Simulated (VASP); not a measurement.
# TiSe2 (P-3m1) in VASP: further runs

One crystal, TiSe2, is run at these levels: PBE+D3(BJ); tasks: relaxation of shape and atoms at fixed volume, single point, relaxation of cell and atoms.

The COD entry that gives the cell may itself be a prediction, so a difference from it is no test against experiment.

Program: VASP 6.6.1. These are calculated values, not measurements. Logs are shortened: lines on timing, memory, paths and dates and some standing lists are left out, and cuts for length are marked.

## Step 1: The structure

Symmetry: P-3m1, No. 164, trigonal system. Conventional cell: a = 3.521 Å, b = 3.521 Å, c = 5.962 Å, α = 90.00°, β = 90.00°, γ = 120.00°. Ti (site symmetry -3m) has 6 Se at 2.56 Å as nearest neighbours. Se (site symmetry 3m) has 3 Ti at 2.56 Å as nearest neighbours.

## Step 2: Relaxation of shape and atoms at fixed volume, PBE+D3(BJ)

The input, INCAR:

```
SYSTEM = TiSe2
PREC = Accurate ; ENCUT = 600
EDIFF = 1E-7 ; ISMEAR = 0
SIGMA = 0.05 ; LREAL = .FALSE.
LASPH = .TRUE. ; NELM = 100
ALGO = Normal ; ISIF = 4
LWAVE = .FALSE. ; LCHARG = .FALSE.
GGA = PE ; IVDW = 12
IBRION = 2 ; NSW = 60
EDIFFG = -0.01
```

The input, KPOINTS:

```
Automatic mesh
0
G
  12 12 6
  0 0 0
```

The input, POSCAR:

```
TiSe2
1.0
    3.5208060037      0.0000000000      0.0000000000
   -1.7604030019      3.0491074410      0.0000000000
    0.0000000000      0.0000000000      5.9620497461
Ti Se
1 2
Direct
    0.0000000000      0.0000000000      0.0000000000
    0.3333333333      0.6666666667      0.2616958767
    0.6666666667      0.3333333333      0.7383041233
```

Potentials or basis: VASP PAW PBE potentials, release 64 (Ti_sv, Se).

The run is started by

```sh
> cat potpaw_PBE.64/Ti_sv/POTCAR potpaw_PBE.64/Se/POTCAR > POTCAR
> mpirun -np 1 vasp_std > vasp.out
```

OUTCAR:

```text
SYSTEM = TiSe2
   PREC = Accurate
   ENCUT = 600
   EDIFF = 1E-7
   ISMEAR = 0
   LREAL = .FALSE.
   LASPH = .TRUE.
   NELM = 100
   ISIF = 4
   GGA = PE
   IVDW = 12
   IBRION = 2
   NSW = 60
   EDIFFG = -0.01
 IVDW          = 12

 ion  position               nearest neighbor table
   1  0.000  0.000  0.000-   2 2.56   3 2.56   3 2.56   2 2.56   3 2.56   2 2.56
   2  0.333  0.667  0.262-   1 2.56   1 2.56   1 2.56
   3  0.667  0.333  0.738-   1 2.56   1 2.56   1 2.56

  LATTYP: Found a hexagonal cell.
 ALAT       =     3.5208060037
 C/A-ratio  =     1.6933763859

  Lattice vectors:

 A1 = (   3.5208060037,   0.0000000000,   0.0000000000)
 A2 = (  -1.7604030019,   3.0491074410,   0.0000000000)
 A3 = (   0.0000000000,   0.0000000000,   5.9620497461)

Analysis of symmetry for initial positions (statically):
=====================================================================
 Subroutine PRICEL returns:
 Original cell was already a primitive cell.

 Routine SETGRP: Setting up the symmetry group for a
 hexagonal supercell.

 Subroutine GETGRP returns: Found 12 space group operations
 (whereof 12 operations were pure point group operations)
 out of a pool of 24 trial point group operations.

The static configuration has the point symmetry D_3d.

Analysis of symmetry for dynamics (positions and initial velocities):
=====================================================================
 Subroutine PRICEL returns:
 Original cell was already a primitive cell.

 Routine SETGRP: Setting up the symmetry group for a
 hexagonal supercell.

 Subroutine GETGRP returns: Found 12 space group operations
 (whereof 12 operations were pure point group operations)
 out of a pool of 24 trial point group operations.

The dynamic configuration has the point symmetry D_3d.

 Subroutine INISYM returns: Found 12 space group operations
 (whereof 12 operations are pure point group operations),
 and found     1 'primitive' translations

----------------------------------------------------------------------------------------

                                     Primitive cell

  volume of cell :      64.0045

  direct lattice vectors                    reciprocal lattice vectors
     3.520806004  0.000000000  0.000000000     0.284025873  0.163982414  0.000000000
    -1.760403002  3.049107441  0.000000000     0.000000000  0.327964829  0.000000000
     0.000000000  0.000000000  5.962049746     0.000000000  0.000000000  0.167727551

  length of vectors
     3.520806004  3.520806004  5.962049746     0.327964829  0.327964829  0.167727551

  position of ions in fractional coordinates (direct lattice)
     0.000000000  0.000000000  0.000000000
     0.333333333  0.666666667  0.261695877
     0.666666667  0.333333333  0.738304123

  ion indices of the primitive-cell ions
   primitive index   ion index
                 1           1
                 2           2
                 3           3

----------------------------------------------------------------------------------------

 KPOINTS: Automatic mesh

Automatic generation of k-mesh.
 Grid dimensions read from file:
 generate k-points for:   12   12    6

 Generating k-lattice:

  Cartesian coordinates                     Fractional coordinates (reciprocal lattice)
     0.023668823  0.013665201  0.000000000     0.083333333  0.000000000  0.000000000
     0.000000000  0.027330402  0.000000000     0.000000000  0.083333333  0.000000000
     0.000000000  0.000000000  0.027954592     0.000000000  0.000000000  0.166666667

  Length of vectors
     0.027330402  0.027330402  0.027954592

  Shift w.r.t. Gamma in fractional coordinates (k-lattice)
     0.000000000  0.000000000  0.000000000

 Subroutine IBZKPT returns following result:
 ===========================================

 Found    100 irreducible k-points:

 Following reciprocal coordinates:
            Coordinates               Weight
  0.000000  0.000000  0.000000      1.000000
  0.083333 -0.000000  0.000000      6.000000
  0.166667 -0.000000  0.000000      6.000000
  0.250000 -0.000000  0.000000      6.000000
  0.333333  0.000000  0.000000      6.000000
  0.416667 -0.000000  0.000000      6.000000
[... 16 lines left out ...]
  0.166667 -0.000000  0.166667      6.000000
  0.000000  0.166667  0.166667      6.000000
 [... further k-points ...]
   k-points           NKPTS =    100   k-points in BZ     NKDIM =    100   number of bands    NBANDS=     16
   number of dos      NEDOS =    301   number of ions     NIONS =      3
   total plane-waves  NPLWV =  37632
   dimension x,y,z NGX =    28 NGY =   28 NGZ =   48
   dimension x,y,z NGXF=    56 NGYF=   56 NGZF=   96
   ions per type =               1   2
   NGX,Y,Z   is equivalent  to a cutoff of  13.22, 13.22, 13.38 a.u.
   NGXF,Y,Z  is equivalent  to a cutoff of  26.44, 26.44, 26.77 a.u.
 SYSTEM =  TiSe2
   PREC   = accura    normal or accurate (medium, high low for compatibility)
   ISTART =      0    job   : 0-new  1-cont  2-samecut
   ICHARG =      2    charge: 1-file 2-atom 10-const
   ISPIN  =      1    spin polarized calculation?
   LNONCOLLINEAR =      F non collinear calculations
   LSORBIT =      F    spin-orbit coupling
   LASPH  =      T    aspherical Exc in radial PAW
   ENCUT  =  600.0 eV  44.10 Ry    6.64 a.u.   7.03  7.03 11.91*2*pi/ulx,y,z
   NELM   =    100;   NELMIN=  2; NELMDL= -5     # of ELM steps
   EDIFF  = 0.1E-06   stopping-criterion for ELM
   LREAL  =      F    real-space projection
   EDIFFG = -.1E-01   stopping-criterion for IOM
   NSW    =     60    number of steps for IOM
   IBRION =      2    ionic relax: 0-MD 1-quasi-New 2-CG
   NFREE  =      1    steps in history (QN), initial steepest desc. (CG)
   ISIF   =      4    stress and relaxation
   ISYM   =      2    0-nonsym 1-usesym 2-fastsym
   POTIM  = 0.5000    time-step for ionic-motion
   TEBEG  =    0.0;   TEEND  =   0.0 temperature during run
   PSTRESS=    0.0 pullay stress
   NELECT =      24.0000    total number of electrons
   NUPDOWN=      -1.0000    fix difference up-down
   EMIN   =  10.00;   EMAX   =-10.00  energy-range for DOS
   EFERMI =   0.00;   METHOD = LEGACY
   ISMEAR =     0;   SIGMA  =   0.05  broadening in eV -4-tet -1-fermi 0-gaus
   EFERMI_NEDOS =   21; number of points for ismear=-14 and -15
   IALGO  =     38    algorithm
   IMIX   =      4    mixing-type and parameters
     AMIX     =   0.40;   BMIX     =  1.00
     AMIX_MAG =   1.60;   BMIX_MAG =  1.00
  volume/ion in A,a.u.               =      21.33       143.97
  Fermi-wavevector in a.u.,A,eV,Ry     =   1.180525  2.230868 18.961606  1.393639
  Thomas-Fermi vector in A             =   2.316815
   LORBIT       =      0    0 simple, 1 ext, 2 COOP (PROOUT), +10 PAW based schemes
   GGA     = PE    functional components
   LHFCALC =     F    Hartree Fock is set to
   AEXX    =    0.0000 exact exchange contribution
   IVDW    =    12    specifies the selected vdW correction
   LEPSILON=     F    determine dielectric tensor
   LRPA    =     F    only Hartree local field effects (RPA)
 conjugate gradient relaxation of ions
 non-spin polarized calculation
 Gauss-broadening in eV      SIGMA  =   0.05
  energy-cutoff  :      600.00
  volume of cell :       64.00
 maximum number of plane-waves:      2160
   NGX = 15   NGY = 15   NGZ = 23

--------------------------------------- Ionic step        1  -------------------------------------------

 number of electron      24.0000000 magnetization

 Free energy of the ion-electron system (eV)
  ---------------------------------------------------
  ext. energy  EPLUGINS =         0.00000000
  ---------------------------------------------------
  free energy    TOTEN  =       -18.16355365 eV

  energy without entropy =      -18.16234082  energy(sigma->0) =      -18.16294723

------------------------ aborting loop because EDIFF is reached ----------------------------------------

 Edisp (eV)   -1.29881

 E8    (eV) :    -0.5636

  FORCE on cell =-STRESS in cart. coord.  units (eV):
  Direction    XX          YY          ZZ          XY          YZ          ZX
  --------------------------------------------------------------------------------------
  -------------------------------------------------------------------------------------
  Total      -0.88901    -0.88901    -0.92965     0.00000     0.00000    -0.00000
  in kB     -22.25386   -22.25386   -23.27121     0.00000     0.00000    -0.00000
  external pressure =      -22.59 kB  Pullay stress =        0.00 kB

 VOLUME and BASIS-vectors are now :
 -----------------------------------------------------------------------------
  energy-cutoff  :      600.00
  volume of cell :       64.00
      direct lattice vectors                 reciprocal lattice vectors
     3.520806004  0.000000000  0.000000000     0.284025873  0.163982414  0.000000000
    -1.760403002  3.049107441  0.000000000     0.000000000  0.327964829  0.000000000
     0.000000000  0.000000000  5.962049746     0.000000000  0.000000000  0.167727551
[... 124 lines left out ...]
 POSITION                                       TOTAL-FORCE (eV/Angst)
 -----------------------------------------------------------------------------------
      0.00000     -0.00000      5.97100        -0.000000     -0.000000      0.000000
     -0.00000      2.03121      1.54628        -0.000000      0.000000     -0.005668
      1.75908      1.01561      4.42471         0.000000     -0.000000      0.005668
 -----------------------------------------------------------------------------------
    total drift:                               -0.000000     -0.000000      0.000000

  FREE ENERGIE OF THE ION-ELECTRON SYSTEM (eV)
  ---------------------------------------------------
  free  energy   TOTEN  =       -19.4654219422 eV

  energy  without entropy=      -19.4643964900  energy(sigma->0) =      -19.46490922

--------------------------------------- Ionic step        5  -------------------------------------------

 number of electron      24.0000002 magnetization

 Free energy of the ion-electron system (eV)
  ---------------------------------------------------
  ext. energy  EPLUGINS =         0.00000000
  ---------------------------------------------------
  free energy    TOTEN  =       -18.16742358 eV

  energy without entropy =      -18.16623079  energy(sigma->0) =      -18.16682718

 E-fermi :   4.9541     XC(G=0): -10.0862

 val. band max:        4.9444231029   @ k =   0.0000   0.3333   0.3333
 cond. band min:       4.9546031942   @ k =   0.0000   0.0833   0.1667
 fundamental gap:      0.0101800913
 Fermi energy:         4.9541319466

 k-point     1 :       0.0000    0.0000    0.0000
  band No.  band energies     occupation
      1     -52.6251      2.00000
      2     -28.8522      2.00000
      3     -28.8405      2.00000
      4     -28.8405      2.00000
      5      -9.0576      2.00000
      6      -7.6105      2.00000
[... 8 lines left out ...]
     15       5.5584      0.00000
     16       8.2653      0.00000
[... 419 lines left out ...]
 k-point    24 :       0.0000    0.1667    0.1667
  band No.  band energies     occupation
      1     -52.6231      2.00000
      2     -28.8643      2.00000
      3     -28.8470      2.00000
      4     -28.8459      2.00000
      5      -8.6986      2.00000
      6      -7.6012      2.00000
[... 8 lines left out ...]
     15       6.4456      0.00000
     16       7.7791      0.00000

 [... further k-points ...]

------------------------ aborting loop because EDIFF is reached ----------------------------------------

 Edisp (eV)   -1.29821

 E8    (eV) :    -0.5632

  FORCE on cell =-STRESS in cart. coord.  units (eV):
  Direction    XX          YY          ZZ          XY          YZ          ZX
  --------------------------------------------------------------------------------------
  -------------------------------------------------------------------------------------
  Total      -0.53332    -0.53332    -0.54663     0.00000    -0.00000    -0.00000
  in kB     -13.35015   -13.35015   -13.68333     0.00000    -0.00000    -0.00000
  external pressure =      -13.46 kB  Pullay stress =        0.00 kB

 VOLUME and BASIS-vectors are now :
 -----------------------------------------------------------------------------
  energy-cutoff  :      600.00
  volume of cell :       64.00
      direct lattice vectors                 reciprocal lattice vectors
     3.511260997  0.000000000  0.000000000     0.284797969  0.164428184  0.000000000
    -1.755630498  3.040841222 -0.000000000    -0.000000000  0.328856368  0.000000000
     0.000000000 -0.000000000  5.994508259    -0.000000000  0.000000000  0.166819355

 POSITION                                       TOTAL-FORCE (eV/Angst)
 -----------------------------------------------------------------------------------
      3.51126      0.00000      0.00000         0.000000     -0.000000      0.000000
     -0.00000      2.02723      1.54974        -0.000000      0.000000     -0.002130
      1.75563      1.01361      4.44477         0.000000     -0.000000      0.002130
 -----------------------------------------------------------------------------------
    total drift:                                0.000000     -0.000000     -0.000000

  FREE ENERGIE OF THE ION-ELECTRON SYSTEM (eV)
  ---------------------------------------------------
  free  energy   TOTEN  =       -19.4656319860 eV

  energy  without entropy=      -19.4644391907  energy(sigma->0) =      -19.46503559

 reached required accuracy - stopping structural energy minimisation
```

Run time: 8.7 min. Hardware: 1 thread of Intel Xeon Platinum 8175M at 2.50GHz (Skylake/Cascade Lake), shared host; peak memory 0.3 GiB.

Results:

- Free energy: -19.4656 eV
- Energy gained by relaxing: 1.1 meV/atom
- Ionic steps: 5
- Pressure after relaxing: -1.3 GPa
- Band gap on the k mesh: none (metal or under the smearing width)
- Dispersion energy per atom: -0.433 eV

Forces in eV/Å, atoms in the order of the input:
```
Ti   0.000  0.000  0.000
Se   0.000  0.000 -0.002
Se   0.000  0.000  0.002
```

Step by step:
```csv
step,energy change (eV),largest force (eV/Å),pressure (GPa),volume (Å³)
1,0.0000,0.1772,-2.26,64.00
2,-0.0022,0.0795,-1.84,64.00
3,-0.0027,0.0075,-1.53,64.00
4,-0.0031,0.0057,-1.46,64.00
5,-0.0033,0.0021,-1.35,64.00
```

Final structure:
```xyz
3
Lattice="3.5113 0.0000 0.0000 -1.7556 3.0408 0.0000 0.0000 0.0000 5.9945" Properties=species:S:1:pos:R:3 pbc="T T T"
Ti    3.5113    0.0000    0.0000
Se    0.0000    2.0272    1.5497
Se    1.7556    1.0136    4.4448
```

Levels at points of the mesh, in eV from the Fermi level:
```
           k point  band 10  band 11  band 12  band 13  band 14  band 15
(0.00, 0.00, 0.00)     0.19     0.49     0.49     0.55     0.55     0.60
(0.50, 0.00, 0.00)    -2.76    -2.24    -1.34     0.07     1.41     1.81
(0.00, 0.00, 0.50)    -2.18     0.31     0.31     0.47     0.47     1.22
(0.50, 0.00, 0.50)    -2.47    -1.20    -0.91    -0.20     1.41     1.78
```

Caveat: pairwise dispersion overbinds metals, which lowers pressure and volume.

(Part 1 of 3 ends here.)
